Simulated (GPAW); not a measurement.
Runs of GPAW 26.7.0 on TiO2 (Anatase). It takes space group I4_1/amd (No. 141, tetragonal). Conventional cell: a = 3.784 Å, b = 3.784 Å, c = 9.515 Å, α = 90.00°, β = 90.00°, γ = 90.00°. Ti (site symmetry -4m2) is surrounded by 6 O at 1.93 to 1.98 Å. O (site symmetry 2mm) has 3 Ti at 1.93 to 1.98 Å as nearest neighbours. 

```csv
task,level,potentials or basis,k mesh,cutoff (eV),smearing,response ecut,maxiter,response k mesh,response bands,kernels,gap on the mesh (eV),pressure (GPa),largest force (eV/Å)
dielectric tensor,PBE,"GPAW PAW data sets (gpaw-data 1.2.1), pw",8 × 8 × 8,600,fermi-dirac 0.001 eV,80 eV,150,8 × 8 × 8,72,"["RPA", "LR0.3", "Bootstrap"]",2.17,-,-
band structure,LDA,"the program's PAW data sets (release 1.2.1) made for this functional, pw",7 × 7 × 7,800,fermi-dirac 0.05 eV,-,150,-,-,-,2.02,-5.6,0.09
single point,PBE,"GPAW PAW data sets (gpaw-data 1.2.1), pw",8 × 8 × 8,600,fermi-dirac 0.05 eV,-,120,-,-,-,2.17,0.7,(c)
band structure,PBEsol,"PAW data sets generated in the run's folder for this functional, pw",7 × 7 × 7,800,fermi-dirac 0.05 eV,-,150,-,-,-,(b),0.3,(a)
```

Alike in all rows: no spin polarisation; cell as given.

Task: Estimate the missing entries.

Result: (a) 0.03; (b) 2.08; (c) 0.13.

Caveats: the long-wavelength limit can be off by several per cent where d states take part (some runs); the cutoff is short for stress and forces, so pressures can be off by a GPa or more (some runs).

A k mesh can miss the band edges.
